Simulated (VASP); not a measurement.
**Cu: single point with PBEsol**

Cu:

```
CELL_PARAMETERS angstrom
2.55345 0.00000 0.00000
-1.27672 2.21135 0.00000
0.00000 0.00000 8.34152
ATOMIC_POSITIONS crystal
Cu 0.00000 0.00000 0.00000
Cu 0.00000 0.00000 0.50000
Cu 0.33333 0.66667 0.25000
Cu 0.66667 0.33333 0.75000
```

This isn't the form of Cu at room conditions, which is fcc.

| Quantity | Value |
| --- | --- |
| Program | VASP 6.6.1 |
| Task | single point |
| Functional | PBEsol |
| Potentials or basis | VASP PAW PBE potentials, release 64 (Cu) |
| Cutoff | 520 eV |
| k mesh | 16 × 16 × 5 |
| Occupations | fermi-dirac, width 0.1 eV |
| Spin | no spin polarisation |

The pressure is -5.0 GPa and the band gap on the k mesh is none (metal or under the smearing width).

Levels at points of the mesh, in eV from the Fermi level:
| k point | band 18 | band 19 | band 20 | band 21 | band 22 | band 23 | band 24 | band 25 | band 26 | band 27 |
| --- | --- | --- | --- | --- | --- | --- | --- | --- | --- | --- |
| (0.00, 0.00, 0.00) | -2.07 | -2.07 | -1.91 | -1.91 | -1.62 | -1.62 | -1.00 | 3.79 | 12.48 | 12.48 |
| (0.50, 0.00, 0.00) | -1.49 | -1.49 | -1.47 | -0.59 | 0.43 | 0.99 | 1.56 | 4.61 | 4.63 | 8.52 |

It took 66 s on 1 thread of Intel(R) Xeon(R) Platinum 8488C (Sapphire Rapids), with other jobs on the host, peak memory 0.22 GiB.

Caveat: the PAW data sets were made with another functional, which shifts forces and pressure a little.
